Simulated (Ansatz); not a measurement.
Input and output of a single-point calculation on InAs in the zincblende structure (the plane-wave code Ansatz, HSE06). The cell was relaxed with r2SCAN and then strained, so it isn't that functional's minimum.

Input file:
```yaml
crystal:
  lattice:
    - [0.0, 3.0545904688, 3.0545904688]
    - [3.0545904688, 0.0, 3.0545904688]
    - [3.0545904688, 3.0545904688, 0.0]
  atoms:
    - { symbol: In, position: [0.0, 0.0, 0.0] }
    - { symbol: As, position: [0.25, 0.25, 0.25] }
kpoints:
  mp_grid: { grid: [6, 6, 6] }
  band_path:
    path:
      - [0.0, 0.0, 0.0]
      - [-0.5, -0.5, 0.0]
      - [-0.375, -0.375, 0.25]
      - [-0.375, 0.0, 0.375]
      - [0.0, 0.0, 0.5]
      - [-0.5, -0.25, 0.25]
    npoints: 1
hamiltonian:
  xc: hse06
scf:
  occupations: { method: fermi_dirac, width: 0.02 }
  n_extra_bands: 4
output:
  forces: true
  stress: true
  eigenvalues: true
```

Run as `ansatz run input.yaml --threads 4 --pin off --max-ram 4608MiB --backend cpu --events-out ev --progress --plain --runs-dir out`.

Q: It ran on 4 threads of Intel(R) Xeon(R) Processor @ 2.50GHz (Skylake/Cascade Lake) (shared host). About how long did it take, and how much host memory at the peak?

A: About 120 s, with a peak of 1.8 GiB.

The log, with set-up remarks and timings taken out:
```
Functional definition: HSE06
Crystal: 2 atoms, lattice volume = 57.002 Å³
Basis set: ecut = 420 eV, 1139 PW (Γ)
Bands: 18, of which v1, the nominal top of the filled ones, is band 14 counted from 1 (13 counted from 0)
Symmetry: 24 space group operations
Space group: F-43m (ITA 216)
k-points: 16 of 216 (time reversal used)
[warm-up without exact exchange]
SCF 1 converged in 7 iterations: F = -10454.439038 eV  dr2 = 2.27e-10
[exact exchange on]
Exchange kernel: α = 0.2500, screened, ω = 0.2079 Å⁻¹, Wigner–Seitz truncation, v(0) = 1046.8429 eV·Å³, q-mesh 6×6×6
preconditioner: auto → none  [insulator: Δε(μ)=0.251 eV  σ=0.020 eV  ℏωp=20.9 eV]
SCF 2 stopped early in 6 iterations: F = -10459.652487 eV  dr2 = 3.70e-6
hybrid outer 1: dexx = +9.678e-3 eV, tail = 6.27e-5 eV
SCF 3 converged in 5 iterations: F = -10459.652661 eV  dr2 = 2.33e-9
hybrid outer 2: dexx = +6.857e-7 eV, tail = 2.80e-8 eV, Δε = 1.66e-3 eV
hybrid SCF converged: 2 outer / 11 inner (+7 warm-up)
Free energy (F): -10459.652661 eV
Fermi energy:    7.248764 eV
--- Per-component energies (eV) ---
  E_band       = -387.815887
  E_kinetic    = 345.573228
  E_local      = -3317.958352
  E_nonlocal   = -303.578839
  E_hartree    = 1604.147944
  E_xc         = -234.412843
  E_vxc        = -142.406651
  E_exx        = -93.522030
  E_paw        = -5962.133493
  E_vpaw       = 9.301487
  E_ewald      = -2497.519298
  E_core_change = -0.249015
  E_smearing   = -0.000001
--- Stress (GPa, compression-positive) ---
       -0.044503       0.000000       0.000000
        0.000000      -0.044503       0.000000
        0.000000       0.000000      -0.044503
  P = ⅓ Tr σ = -0.0445 GPa (-0.445 kbar)
```

bands.tsv, columns around the gap (it counts bands from 0):
```tsv
# k_distance	band_9	band_10	band_11	band_12	band_13	band_14	band_15	band_16	band_17
# fermi_ev = 7.248769
# [0, 0, 0] at k_distance = 0.000000
# [-0.5, -0.5, 0] at k_distance = 1.028482
# [-0.375, -0.375, 0.25] at k_distance = 1.392106
# [-0.375, 0, 0.375] at k_distance = 2.021920
# [0, 0, 0.5] at k_distance = 2.651734
# [-0.5, -0.25, 0.25] at k_distance = 3.378981
# levels_relative_to = fermi_ev
0.000	-16.195	-13.006	-0.190	-0.190	-0.190	0.168	4.453	4.453	4.453
1.028	-16.176	-10.919	-6.380	-2.616	-2.616	1.968	2.512	9.904	10.078
1.392	-16.185	-10.941	-6.226	-3.593	-2.220	2.562	4.827	7.980	8.123
2.022	-16.185	-10.941	-6.226	-3.593	-2.220	2.562	4.827	7.980	8.123
2.652	-16.189	-11.490	-6.290	-1.218	-1.218	1.375	5.238	5.238	7.466
3.379	-16.188	-10.872	-6.216	-3.273	-3.150	4.775	4.807	5.602	6.624
```
In order the rows are Γ, X, U, K, L, W.

HSE06 gives a direct gap of 0.36 eV at Γ. The mean stress, 0.0 GPa, is small, and the program warns that its thresholds are loose for a hybrid's stress.

The values are computed, spin-unpolarised, and not measurements.

Spin-orbit coupling is left out, which matters wherever the heavy atoms make up the band edges.

The meshes of the hybrids are coarse, so their gaps aren't converged to the digits shown.
